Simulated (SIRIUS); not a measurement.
# MoS2 (R3m) in SIRIUS: convergence with lmax of the potential, part 2 of 2

SIRIUS 7.12.0. Earlier steps stand in the parts before.

**7. With lmax of the potential 10**

sirius.json reads:

```json
{
  "control": {
    "processing_unit": "cpu",
    "std_evp_solver_name": "lapack",
    "gen_evp_solver_name": "lapack",
    "verbosity": 2,
    "print_forces": true,
    "ortho_rf": true,
    "use_second_variation": true,
    "rmt_max": 3.0,
    "num_bands_to_print": 24,
    "save_wf": true
  },
  "parameters": {
    "electronic_structure_method": "full_potential_lapwlo",
    "xc_functionals": ["XC_GGA_X_PBE_SOL", "XC_GGA_C_PBE_SOL"],
    "core_relativity": "dirac",
    "valence_relativity": "iora",
    "num_fv_states": 31,
    "smearing": "fermi_dirac",
    "smearing_width": 0.0018374661,
    "pw_cutoff": 20,
    "gk_cutoff": 3.78,
    "lmax_apw": 10,
    "lmax_rho": 10,
    "lmax_pot": 10,
    "num_mag_dims": 0,
    "auto_rmt": 0,
    "ngridk": [10, 10, 10],
    "shiftk": [0, 0, 0],
    "num_dft_iter": 80,
    "energy_tol": 1e-07,
    "density_tol": 1e-05,
    "use_symmetry": true
  },
  "settings": {"tol_ne": 1e-10},
  "iterative_solver": {"type": "exact"},
  "mixer": {"type": "anderson", "beta": 0.5, "max_history": 8},
  "unit_cell": {
    "lattice_vectors": [
      [2.9857672769, 1.723833541, 11.6218156664],
      [-2.9857672769, 1.723833541, 11.6218156664],
      [0.0, -3.447667082, 11.6218156664]
    ],
    "atom_types": ["Mo", "S"],
    "atom_files": {"Mo": "Mo.json", "S": "S.json"},
    "atoms": {"Mo": [[0.0, 0.0, 0.0]], "S": [[0.417, 0.417, 0.417], [0.25, 0.25, 0.25]]}
  }
}
```

Mo.json reads:

```json
{
  "name": "molybdenum",
  "symbol": "Mo",
  "number": 42,
  "mass": 95.96,
  "rmin": 1e-06,
  "rmt": 2.33,
  "nrmt": 800,
  "rinf": 17.03,
  "core": "1s2s2p3s3p3d",
  "valence": [
    {"basis": [{"enu": 0.08, "dme": 0, "n": 0, "auto": 0}, {"enu": 0.08, "dme": 1, "n": 0, "auto": 0}]},
    {"l": 0, "n": 1, "basis": [{"enu": 0.18, "dme": 0, "n": 0, "auto": 0}]},
    {"l": 1, "n": 2, "basis": [{"enu": 0.18, "dme": 0, "n": 0, "auto": 0}]},
    {"l": 2, "n": 3, "basis": [{"enu": 0.18, "dme": 0, "n": 0, "auto": 0}]},
    {"l": 3, "n": 4, "basis": [{"enu": 0.18, "dme": 0, "n": 0, "auto": 0}]}
  ],
  "lo": [
    {"l": 0, "basis": [{"enu": 0.18, "dme": 0, "n": 0, "auto": 0}, {"enu": 0.18, "dme": 1, "n": 0, "auto": 0}]},
    {
      "l": 0,
      "basis": [{"enu": -2.0359, "dme": 0, "n": 4, "auto": 1}, {"enu": -2.0359, "dme": 1, "n": 4, "auto": 1}]
    },
    {
      "l": 0,
      "basis": [{"enu": -2.0359, "dme": 1, "n": 4, "auto": 1}, {"enu": 0.18, "dme": 0, "n": 0, "auto": 0}]
    },
    {"l": 0, "basis": [{"enu": 0.18, "dme": 0, "n": 0, "auto": 0}, {"enu": 3.1272, "dme": 0, "n": 0, "auto": 0}]},
    {"l": 1, "basis": [{"enu": 0.18, "dme": 0, "n": 0, "auto": 0}, {"enu": 0.18, "dme": 1, "n": 0, "auto": 0}]},
    {
      "l": 1,
      "basis": [{"enu": -1.0913, "dme": 0, "n": 4, "auto": 1}, {"enu": -1.0913, "dme": 1, "n": 4, "auto": 1}]
    },
    {
      "l": 1,
      "basis": [{"enu": -1.0913, "dme": 1, "n": 4, "auto": 1}, {"enu": 0.18, "dme": 0, "n": 0, "auto": 0}]
    },
    {"l": 1, "basis": [{"enu": 0.18, "dme": 0, "n": 0, "auto": 0}, {"enu": 3.5693, "dme": 0, "n": 0, "auto": 0}]},
    {"l": 2, "basis": [{"enu": 0.18, "dme": 0, "n": 0, "auto": 0}, {"enu": 0.18, "dme": 1, "n": 0, "auto": 0}]},
    {"l": 2, "basis": [{"enu": 0.18, "dme": 1, "n": 0, "auto": 0}, {"enu": 0.18, "dme": 2, "n": 0, "auto": 0}]},
    {"l": 2, "basis": [{"enu": 0.18, "dme": 0, "n": 0, "auto": 0}, {"enu": 3.0535, "dme": 0, "n": 0, "auto": 0}]},
    {"l": 3, "basis": [{"enu": 0.18, "dme": 0, "n": 0, "auto": 0}, {"enu": 0.18, "dme": 1, "n": 0, "auto": 0}]},
    {"l": 3, "basis": [{"enu": 0.18, "dme": 0, "n": 0, "auto": 0}, {"enu": 3.3851, "dme": 0, "n": 0, "auto": 0}]}
  ],
  "free_atom": [... radial grid and density of the free atom, the start of the SCF ...]
}
```

S.json reads:

```json
{
  "name": "sulphur",
  "symbol": "S",
  "number": 16,
  "mass": 32.065,
  "rmin": 1e-06,
  "rmt": 2.1,
  "nrmt": 800,
  "rinf": 13.52,
  "core": "1s",
  "valence": [
    {"basis": [{"enu": 0.08, "dme": 0, "n": 0, "auto": 0}, {"enu": 0.08, "dme": 1, "n": 0, "auto": 0}]},
    {"l": 0, "n": 1, "basis": [{"enu": 0.0434, "dme": 0, "n": 0, "auto": 0}]},
    {"l": 1, "n": 2, "basis": [{"enu": 0.18, "dme": 0, "n": 0, "auto": 0}]},
    {"l": 2, "n": 3, "basis": [{"enu": 0.18, "dme": 0, "n": 0, "auto": 0}]},
    {"l": 3, "n": 4, "basis": [{"enu": 0.18, "dme": 0, "n": 0, "auto": 0}]}
  ],
  "lo": [
    {
      "l": 0,
      "basis": [{"enu": 0.0434, "dme": 0, "n": 0, "auto": 0}, {"enu": 0.0434, "dme": 1, "n": 0, "auto": 0}]
    },
    {
      "l": 0,
      "basis": [{"enu": 0.0434, "dme": 1, "n": 0, "auto": 0}, {"enu": 0.0434, "dme": 2, "n": 0, "auto": 0}]
    },
    {
      "l": 0,
      "basis": [{"enu": -7.2963, "dme": 0, "n": 2, "auto": 1}, {"enu": -7.2963, "dme": 1, "n": 2, "auto": 1}]
    },
    {
      "l": 0,
      "basis": [{"enu": 0.0434, "dme": 0, "n": 0, "auto": 0}, {"enu": 2.7645, "dme": 0, "n": 0, "auto": 0}]
    },
    {"l": 1, "basis": [{"enu": 0.18, "dme": 0, "n": 0, "auto": 0}, {"enu": 0.18, "dme": 1, "n": 0, "auto": 0}]},
    {
      "l": 1,
      "basis": [{"enu": -5.3082, "dme": 0, "n": 2, "auto": 1}, {"enu": -5.3082, "dme": 1, "n": 2, "auto": 1}]
    },
    {
      "l": 1,
      "basis": [{"enu": -5.3082, "dme": 1, "n": 2, "auto": 1}, {"enu": 0.18, "dme": 0, "n": 0, "auto": 0}]
    },
    {"l": 1, "basis": [{"enu": 0.18, "dme": 0, "n": 0, "auto": 0}, {"enu": 4.3523, "dme": 0, "n": 0, "auto": 0}]},
    {"l": 2, "basis": [{"enu": 0.18, "dme": 0, "n": 0, "auto": 0}, {"enu": 0.18, "dme": 1, "n": 0, "auto": 0}]},
    {"l": 2, "basis": [{"enu": 0.18, "dme": 1, "n": 0, "auto": 0}, {"enu": 0.18, "dme": 2, "n": 0, "auto": 0}]},
    {"l": 2, "basis": [{"enu": 0.18, "dme": 0, "n": 0, "auto": 0}, {"enu": 3.7174, "dme": 0, "n": 0, "auto": 0}]},
    {"l": 3, "basis": [{"enu": 0.18, "dme": 0, "n": 0, "auto": 0}, {"enu": 0.18, "dme": 1, "n": 0, "auto": 0}]}
  ],
  "free_atom": [... radial grid and density of the free atom, the start of the SCF ...]
}
```

sirius_start.json reads:

```json
{
  "control": {
    "processing_unit": "cpu",
    "std_evp_solver_name": "lapack",
    "gen_evp_solver_name": "lapack",
    "verbosity": 1,
    "print_forces": false,
    "ortho_rf": true,
    "use_second_variation": true,
    "rmt_max": 3.0,
    "num_bands_to_print": 24,
    "save_wf": false
  },
  "parameters": {
    "electronic_structure_method": "full_potential_lapwlo",
    "xc_functionals": ["XC_LDA_X", "XC_LDA_C_PW"],
    "core_relativity": "dirac",
    "valence_relativity": "iora",
    "num_fv_states": 31,
    "smearing": "fermi_dirac",
    "smearing_width": 0.0055123983,
    "pw_cutoff": 20,
    "gk_cutoff": 3.02,
    "lmax_apw": 10,
    "lmax_rho": 10,
    "lmax_pot": 10,
    "num_mag_dims": 0,
    "auto_rmt": 0,
    "ngridk": [4, 4, 4],
    "shiftk": [0, 0, 0],
    "num_dft_iter": 30,
    "energy_tol": 0.01,
    "density_tol": 0.05,
    "use_symmetry": true
  },
  "settings": {"tol_ne": 1e-10},
  "iterative_solver": {"type": "exact"},
  "mixer": {"type": "anderson", "beta": 0.5, "max_history": 8},
  "unit_cell": {
    "lattice_vectors": [
      [2.9857672769, 1.723833541, 11.6218156664],
      [-2.9857672769, 1.723833541, 11.6218156664],
      [0.0, -3.447667082, 11.6218156664]
    ],
    "atom_types": ["Mo", "S"],
    "atom_files": {"Mo": "Mo.json", "S": "S.json"},
    "atoms": {"Mo": [[0.0, 0.0, 0.0]], "S": [[0.417, 0.417, 0.417], [0.25, 0.25, 0.25]]}
  }
}
```

Launch:

```console
> OMP_NUM_THREADS=1 sirius.scf --input=sirius_start.json --output=start.json
> OMP_NUM_THREADS=1 sirius.scf --input=sirius.json --output=output.json --task=1
```

It took 4.8 min on 1 thread of Arm Neoverse V2, shared host; peak memory 1.1 GiB.

Results (log left out):

```
Free energy                                       : -131830.3748 eV
Largest force                                     : 0.262 eV/Å
Band gap on the k mesh                            : 0.91 eV, indirect (least direct gap 1.96 eV)
All electrons inside the program's atomic spheres : Mo 39.76; S 14.27 (radii Mo 2.33, S 2.1 bohr)
```

**8. Result**

```tsv
lmax of the potential	energy less the tightest run, at zero smearing (meV/atom)	largest force (eV/Å)	gap on the mesh (eV)	SCF cycles	CPU time (s)	peak memory (GiB)
2	93.72	0.779	0.909	9	250	0.84
3	40.03	0.454	0.918	9	250	0.86
4	18.03	0.304	0.893	9	240	0.87
6	-0.49	0.262	0.911	9	280	0.92
8	-0.09	0.261	0.912	9	260	1
10	0.00	0.262	0.912	9	290	1.1
```

Against the tightest run, the energy stays within 1 meV/atom from 6 on; the largest force stays within 0.005 eV/Å from 6 on; the gap on the mesh stays within 0.01 eV from 6 on. The tightest run that finished is the yardstick and may itself not be fully converged.
